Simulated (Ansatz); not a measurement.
A run of Ansatz 0.2.0 is set up as follows.

File input.yaml:

```yaml
crystal:
  lattice:
    - [1.6170930752, 0.9336291223, 4.800592584]
    - [-1.6170930752, 0.9336291223, 4.800592584]
    - [0.0, -1.8672582446, 4.800592584]
  atoms:
    - { symbol: Sn, position: [0.5, 0.5, 0.5] }
    - { symbol: O, position: [0.76283, 0.76283, 0.76283] }
    - { symbol: O, position: [0.23717, 0.23717, 0.23717] }
hamiltonian:
  xc: lda
  pseudopotentials: { kind: paw }
kpoints:
  mp_grid: { grid: [7, 7, 7] }
scf:
  occupations: { method: fixed }
phonons:
  method: dfpt
  dielectric: true
  rigid_motions: translations
```

Potentials or basis: Ansatz PAW.

Launch:

```bash
$ ansatz run input.yaml --threads 2 --pin off --max-ram 5632MiB --backend cpu --events-out ev --progress --plain --runs-dir out
```

Estimate the electronic dielectric tensor (diagonal).

4.62, 4.62, 2.87.

Predict the Born charges (mean of the diagonal).

Sn +3.66; O -1.83 e.

What does it give for the highest phonon frequency at Γ, LO-TO splitting left out?

464 cm⁻¹.

Predict the band gap on the k mesh.

1.78 eV, indirect (least direct gap 1.89 eV).

Predict the static dielectric tensor (diagonal).

11.85, 11.85, 3.72.

Born effective charge tensors (e):
atom 1, Sn
```
4.52 0.00 0.00
0.00 4.52 0.00
0.00 0.00 1.94
```
atom 2, O
```
-2.26  0.00  0.00
 0.00 -2.26  0.00
 0.00  0.00 -0.97
```
atom 3, O
```
-2.26  0.00  0.00
 0.00 -2.26  0.00
 0.00  0.00 -0.97
```

Caveat: odd divisions of the mesh miss points on the zone boundary, where band edges often lie, so the gap on the mesh can be too wide; spin-orbit coupling is left out, which moves the levels of the heavy elements. A k mesh can miss the band edges.
